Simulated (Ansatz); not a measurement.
**What a change of settings does to a run on Re**

The cell is a database entry far from equilibrium at this level of theory, probably a faulty or high-pressure entry; it serves as a test geometry alone. The listed cell was then made from it by scaling, straining or moving an atom.

First run: DFT, PBEsol, PAW with Ansatz's default frozen-core files, scalar-relativistic (Ansatz 0.2.0).

Command: `ansatz run input.yaml --threads 1 --pin off --max-ram 2048MiB --backend cpu --events-out ev --progress --plain --runs-dir out` The run took 4.6 s on 1 thread of Arm Neoverse V2 (shared host), peak memory 0.39 GiB.

```yaml
crystal:
  lattice:
    - [2.5677224212, 0.0, 0.0]
    - [-1.2838612106, 2.2237128466, 0.0]
    - [0.0, 0.0, 4.1057498614]
  atoms:
    - { symbol: Re, position: [0.3333333333, 0.6666666667, 0.25] }
    - { symbol: Re, position: [0.6666666667, 0.3333333333, 0.75] }
kpoints:
  mp_grid: { grid: [18, 18, 10] }
scf:
  occupations: { method: fermi_dirac, width: 0.05 }
hamiltonian:
  xc: pbesol
  pseudopotentials: { kind: paw }
output:
  forces: true
  stress: true
  eigenvalues: true
  efg: { contact_densities: true }
```

Result: converged; pressure 134.6 GPa; no gap on the k mesh; 6 SCF iterations.

Spin–orbit coupling is left out, though it moves levels of the heavy atoms by tenths of an eV or more.

The input is then changed:

```diff
@@ -13,5 +13,6 @@
 hamiltonian:
   xc: pbesol
-  pseudopotentials: { kind: paw }
+  pseudopotentials: { kind: nc, accuracy: standard }
+  hubbard: { sites: [{ species: Re, l: d, u_eff: 2.0 }], double_counting: fll }
 output:
   forces: true
```

Task: What does the second run give?

Result: It was refused before any iteration. The program says:
```
Error: output.efg without hamiltonian.pseudopotentials.kind: paw|paw_fr|all_electron or hamiltonian.pseudopotentials.kind: all_electron — the all-electron EFG reconstruction needs the PAW one-centre densities; drop the efg request, or set kind: paw (paw_fr under spin-orbit coupling) (under a functional that reads the kinetic-energy density, kind: paw is refused in some combinations and carries risks of its own in the rest: see hamiltonian.xc for the refusals and hamiltonian.pseudopotentials.kind for the risks, both in the input reference; kind: paw is refused beside gw.static_remainder)
```
